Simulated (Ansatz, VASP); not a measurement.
# One calculation of Cd, two programs

INCAR

```
PREC = Accurate ; ENCUT = 520
EDIFF = 1E-6 ; ISMEAR = -1
SIGMA = 0.08 ; LREAL = F
LASPH = T ; NELM = 60
ALGO = Normal ; ISIF = 2
LWAVE = F ; LCHARG = F
GGA = PE ; NBANDS = 12
```

File KPOINTS:

```
regular mesh
0
Gamma
  14 14 14
```

File POSCAR:

```
Cd
1.0
    0.0000000000      1.7857294584      1.7857294584
    1.7857294584      0.0000000000      1.7857294584
    1.7857294584      1.7857294584      0.0000000000
Cd
1
Direct
    0.0000000000      0.0000000000      0.0000000000
```

Input for Ansatz:

```yaml
crystal:
  lattice:
    - [0.0, 1.7857294584, 1.7857294584]
    - [1.7857294584, 0.0, 1.7857294584]
    - [1.7857294584, 1.7857294584, 0.0]
  atoms:
    - { symbol: Cd, position: [0.0, 0.0, 0.0] }
kpoints:
  mp_grid: { grid: [14, 14, 14] }
scf:
  occupations: { method: fermi_dirac, width: 0.08 }
hamiltonian:
  xc: pbe
  pseudopotentials: { kind: all_electron, lapw: { basis_error: 0.001 } }
output:
  forces: true
  stress: true
  eigenvalues: true
  populations: true
```

Change from the starting cell: volume scaled by 0.5, LAPW.

Alike in both runs: task single point; functional PBE; k mesh 14 × 14 × 14; occupations fermi-dirac, width 0.08 eV; no spin polarisation.

|  | VASP | Ansatz |
| --- | --- | --- |
| version | VASP 6.6.1 | Ansatz 0.2.0 |
| potentials or method | VASP PAW PBE potentials, release 64 (Cd) | all-electron LAPW, scalar-relativistic |
| plane-wave cutoff (eV) | 520 | see its input |

|  | VASP | Ansatz | Ansatz less VASP |
| --- | --- | --- | --- |
| pressure (GPa) | 217.4 | 209.0 | -8.32 |

Ansatz ran all-electron here, so the differences hold the error of VASP's frozen core and of both bases.

Caveats: the cell as given lies far from equilibrium; so large a pressure means that the cell lies far from this level's equilibrium, or that cutoff or potentials fall short (VASP).
